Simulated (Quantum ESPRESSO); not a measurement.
Write the native input for Quantum ESPRESSO 7.5 that does the following.

| Property | Result |
| --- | --- |
| Task | dielectric tensor |
| Functional | PBE |
| Potentials or basis | PseudoDojo 0.4 FR PBE standard |
| Cutoff | 1170 eV |
| Density cutoff | 4680 eV |
| k mesh | 4 × 4 × 4, shifted |
| Occupations | fermi-dirac, width 0.05 eV |
| Spin | spin-orbit coupling, no magnetisation |
| Mixing beta | 0.5 |
| Most SCF iterations | 120 |
| SCF threshold | 4e-10 Ry |

Crystal: CaSe.

```
Se Ca
1.0
     0.00000    2.95600    2.95600
     2.95600    0.00000    2.95600
     2.95600    2.95600    0.00000
Se Ca
1 1
Direct
  0.50000 0.50000 0.50000
  0.00000 0.00000 0.00000
```

The input as run:

pw.in

```
&CONTROL
  calculation = 'scf'
  prefix = 'pwscf'
  outdir = './tmp'
  pseudo_dir = './pseudo'
  tprnfor = .true.
  tstress = .true.
  disk_io = 'low'
/
&SYSTEM
  ibrav = 0
  nat = 2
  ntyp = 2
  ecutwfc = 86
  nbnd = 40
  occupations = 'smearing'
  smearing = 'fd'
  degauss = 0.00367493
  noncolin = .true.
  lspinorb = .true.
/
&ELECTRONS
  conv_thr = 4d-10
  electron_maxstep = 120
  mixing_beta = 0.5
/
ATOMIC_SPECIES
Se    78.9710 Se.upf
Ca    40.0780 Ca.upf
CELL_PARAMETERS angstrom
   0.0000000000    2.9560000000    2.9560000000
   2.9560000000    0.0000000000    2.9560000000
   2.9560000000    2.9560000000    0.0000000000
ATOMIC_POSITIONS crystal
Se     0.5000000000    0.5000000000    0.5000000000
Ca     0.0000000000    0.0000000000    0.0000000000
K_POINTS automatic
4 4 4 1 1 1
```

scf2.in

```
&CONTROL
  calculation = 'scf'
  prefix = 'pwscf'
  outdir = './tmp'
  pseudo_dir = './pseudo'
  tprnfor = .true.
  tstress = .true.
  disk_io = 'low'
/
&SYSTEM
  ibrav = 0
  nat = 2
  ntyp = 2
  ecutwfc = 86
  nbnd = 40
  occupations = 'fixed'
  noncolin = .true.
  lspinorb = .true.
/
&ELECTRONS
  conv_thr = 1d-13
  electron_maxstep = 120
  mixing_beta = 0.5
  startingpot = 'file'
  startingwfc = 'file'
/
ATOMIC_SPECIES
Se    78.9710 Se.upf
Ca    40.0780 Ca.upf
CELL_PARAMETERS angstrom
   0.0000000000    2.9560000000    2.9560000000
   2.9560000000    0.0000000000    2.9560000000
   2.9560000000    2.9560000000    0.0000000000
ATOMIC_POSITIONS crystal
Se     0.5000000000    0.5000000000    0.5000000000
Ca     0.0000000000    0.0000000000    0.0000000000
K_POINTS automatic
4 4 4 1 1 1
```

ph.in

```
dielectric of CaSe
&INPUTPH
  prefix = 'pwscf'
  outdir = './tmp'
  tr2_ph = 1d-16
  fildyn = 'dyn'
  niter_ph = 60
  alpha_mix(1) = 0.7
  epsil = .true.
  trans = .false.
  zeu = .true.
/
0.0000000000 0.0000000000 0.0000000000
```

Potentials or basis: PseudoDojo 0.4 FR PBE standard.

The run is started by

```bash
$ OMP_NUM_THREADS=1 pw.x -in pw.in > pw.out
$ OMP_NUM_THREADS=1 pw.x -in scf2.in > scf2.out
$ OMP_NUM_THREADS=1 ph.x -in ph.in > ph.out
```

Results of the run:

| Quantity | Value |
| --- | --- |
| Pressure | 1.2 GPa |
| Electronic dielectric tensor (diagonal) | 5.66 |
| Born charges (mean of the diagonal) | Se -2.36; Ca +2.36 e |

Caveat: the k mesh is coarse.

Run time: 6.2 min on 1 thread of Intel(R) Xeon(R) 6975P-C (Granite Rapids), on a shared host, peak memory 0.2 GiB.
